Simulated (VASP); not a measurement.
Write the native input for VASP 6.6.1 that does the following.

```yaml
Task: single point
Functional: PBEsol
Potentials_or_basis: VASP PAW PBE potentials, release 64 (Pb_d, O)
Cutoff: 520 eV
k_mesh: 12 × 12 × 12
Occupations: gaussian, width 0.02 eV
Spin: no spin polarisation
Dipole_correction: no
Further_INCAR_settings: ALGO = Fast; EDIFF = 1e-06; NBANDS = 17
```

The structure of PbO lies in POSCAR:

```
PbO
1.0
    0.0000000000      2.7323000000      2.7323000000
    2.7323000000      0.0000000000      2.7323000000
    2.7323000000      2.7323000000      0.0000000000
Pb O
1 1
Direct
    0.0000000000      0.0000000000      0.0000000000
    0.2500000000      0.2500000000      0.2500000000
```

Measurements of this composition are mostly on another form, of space group No. 129.

One way to write it, as run:

INCAR

```
SYSTEM = PbO
ALGO     = Fast           ! electronic algorithm
EDIFF    = 1E-6           ! SCF threshold, eV
ENCUT    = 520            ! plane-wave cutoff, eV
GGA      = PS             ! functional
ISIF     = 2              ! what is computed and relaxed
ISMEAR   = 0              ! smearing method
LASPH    = .True.         ! aspherical terms in the spheres
LCHARG   = .False.        ! write CHGCAR
LREAL    = .False.        ! projectors in reciprocal space
LWAVE    = .False.        ! write WAVECAR
NBANDS   = 17             ! bands
NELM     = 80             ! most SCF steps
PREC     = Accurate       ! precision mode
SIGMA    = 0.02           ! smearing width, eV
```

KPOINTS

```
k-points
0
Gamma
  12 12 12
  0 0 0
```

Potentials or basis: VASP PAW PBE potentials, release 64 (Pb_d, O).

Run with:

```bash
$ cat potpaw_PBE.64/Pb_d/POTCAR potpaw_PBE.64/O/POTCAR > POTCAR
$ mpirun -np 1 vasp_std > vasp.out
```

Results of the run:

```
Pressure               : 4.6 GPa
Band gap on the k mesh : 0.13 eV, indirect (least direct gap 0.32 eV)
```

Caveat: the PAW data sets were made with another functional, which shifts forces and pressure a little; spin-orbit coupling is left out, which as a rule narrows the gap of such compounds by several tenths of an eV.

It took 49 s on 1 thread of Intel(R) Xeon(R) Platinum 8488C (Sapphire Rapids), on a shared host, peak memory 0.19 GiB.
